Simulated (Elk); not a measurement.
The cell is COD entry 9008555, as deposited and not checked against the literature; nothing was relaxed.

A run on Tl: DFT, PBE, all-electron APW+lo, Dirac cores, scalar-relativistic bands (Elk 11.2.3 with local patches). The input:

```
tasks
  0
  110
  115

xctype
  20

rgkmax
  8.0

gmaxvr
  16.0

lmaxapw
  10

lmaxo
  7

lmaxi
  3

nrmtscf
  2.0

nempty
  8

epspot
  1e-06

epsengy
  1e-05

maxscl
  6

hmaxvr
  6.0

lradstp
  4

swidth
  0.001

tforce
  .true.

sppath
  './'

avec
  -3.66795840790 3.66795840790 3.66795840790
  3.66795840790 -3.66795840790 3.66795840790
  3.66795840790 3.66795840790 -3.66795840790

atoms
  1
  'Tl.in'
  1
  0.000000000000 0.000000000000 0.000000000000   0.000 0.000 0.000

ngridk
  10 10 10
```

Sphere radii set in the species files: Tl 2.80 bohr.

Total energy and RMS change of the potential by loop:

```json
{"loop": "1", "E (Ha)": "-20288.791162", "RMS ΔV (Ha)": "–"}
{"loop": "2", "E (Ha)": "-20289.202530", "RMS ΔV (Ha)": "1.65e-01"}
{"loop": "3", "E (Ha)": "-20291.754957", "RMS ΔV (Ha)": "1.54e-01"}
{"loop": "4", "E (Ha)": "-20291.244173", "RMS ΔV (Ha)": "8.79e-02"}
{"loop": "5", "E (Ha)": "-20289.659132", "RMS ΔV (Ha)": "3.14e-02"}
{"loop": "6", "E (Ha)": "-20288.951203", "RMS ΔV (Ha)": "–"}
```

Messages:

```
Warning(rhonorm): total charge density incorrect for s.c. loop 1
 Calculated :    80.88365021
 Required   :    81.00000000
```

Problem. Did this run give a result to trust?

Solution. No. The loop stopped after 6 iterations without meeting its targets: maxscl = 6 allows too few loops, and the change of the potential was still falling.
